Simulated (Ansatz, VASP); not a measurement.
# Two plane-wave programs on YbH3

The input INCAR:

```
SYSTEM = YbH3
ALGO = Normal
EDIFF = 1E-7
ENCUT = 520
GGA = PE
ISIF = 2
ISMEAR = -1
ISPIN = 2
LASPH = .True.
LCHARG = .False.
LMAXMIX = 6
LORBIT = 11
LREAL = .False.
LWAVE = .False.
MAGMOM = 1 0 0 0
NBANDS = 26
NELM = 100
PREC = Accurate
SIGMA = 0.05
```

The input KPOINTS:

```
k-points
0
Gamma
  9 9 9
  0 0 0
```

The input POSCAR:

```
YbH3
1.0
    0.0000000000      2.6560618336      2.6560618336
    2.6560618336      0.0000000000      2.6560618336
    2.6560618336      2.6560618336      0.0000000000
Yb H
1 3
Direct
    0.0000000000      0.0000000000      0.0000000000
    0.5000000000      0.5000000000      0.5000000000
    0.2500000000      0.2500000000      0.2500000000
    0.7500000000      0.7500000000      0.7500000000
```

File input.yaml:

```yaml
crystal:
  lattice:
    - [0.0, 2.6560618336, 2.6560618336]
    - [2.6560618336, 0.0, 2.6560618336]
    - [2.6560618336, 2.6560618336, 0.0]
  atoms:
    - { symbol: Yb, position: [0.0, 0.0, 0.0], spin: 1.0 }
    - { symbol: H, position: [0.5, 0.5, 0.5] }
    - { symbol: H, position: [0.25, 0.25, 0.25] }
    - { symbol: H, position: [0.75, 0.75, 0.75] }
hamiltonian:
  xc: pbe
  pseudopotentials: { kind: paw }
magnetization:
  spin_polarized: true
kpoints:
  mp_grid: { grid: [9, 9, 9] }
scf:
  occupations: { method: fermi_dirac, width: 0.05 }
output:
  forces: true
  stress: true
  eigenvalues: true
  write_density: true
  write_potential: true
  elf: true
  volumetric_format: npy
```

Change from the starting cell: volume scaled by 1.06.

Alike in both runs: task single point; functional PBE; k mesh 9 × 9 × 9; occupations fermi-dirac, width 0.05 eV; collinear spin, ferromagnetic start.

|  | VASP | Ansatz |
| --- | --- | --- |
| version | VASP 6.6.1 | Ansatz 0.2.0 |
| potentials or method | VASP PAW PBE potentials, release 64 (Yb, H) | Ansatz PAW |
| plane-wave cutoff (eV) | 520 | 420 |
| valence electrons in the cell | 27 | 27 |

```csv
,VASP,Ansatz,Ansatz less VASP
gap on the k mesh at the Fermi level (eV),none,none,-
pressure (GPa),-8.7,-8.5,+0.14
net moment per atom (μB),0.05,0.05,-0.003
size of the moment on the site where the two differ most (μB),0.18,0.17,-0.010
```

Site moments also hang on the region over which each program counts them. A gap of «none» marks a metal or a gap that the smearing closes. The functional is the same, so the differences come from potentials, cutoffs and numerics.

Caveats: spin-orbit coupling is left out, which moves the levels of the heavy elements; without U or exact exchange the open f shell lies at the Fermi level, which spoils levels, moments and volumes. The state reached can hang on the start; a lower one may exist.
